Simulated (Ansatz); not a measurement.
**TiSe: equation of state with LDA**

Crystal: TiSe.

```xyz
4
Lattice="4.1784 0.0000 0.0000 0.0000 4.1784 0.0000 0.0000 0.0000 5.9844" Properties=species:S:1:pos:R:3 pbc="T T T"
Se    0.0000    2.0892    4.5515
Se    2.0892    0.0000    1.4329
Ti    0.0000    0.0000    0.0000
Ti    2.0892    2.0892    0.0000
```

The cell comes from a database or a generator and needn't be the stable form of this composition.

```
Program             : Ansatz 0.2.0
Task                : equation of state
Functional          : LDA
Potentials or basis : Ansatz PAW
Cutoff              : 420 eV
Density cutoff      : 1680 eV
k mesh              : 7 × 7 × 5
Occupations         : fermi-dirac, width 0.05 eV
Spin                : no spin polarisation
```

The equilibrium volume is 24.32 Å³/atom (rough: see the caveat) and the bulk modulus at fixed shape and positions is 81 GPa (rough).

Energy against volume, from the lowest point:
```tsv
volume (Å³/atom)	energy (meV/atom)
24.553	0.00
25.075	5.02
25.598	14.83
26.120	28.93
26.642	46.83
27.165	68.14
27.687	92.48
```

All runs of the series together: 47 s on 2 threads of Intel(R) Xeon(R) Processor @ 2.50GHz (Skylake/Cascade Lake), with other jobs on the host.

Caveat: the minimum lies outside the volumes run; the cell was scaled at fixed shape and fractional positions, which overstates the stiffness of a crystal with free parameters, most of all of layers and chains.
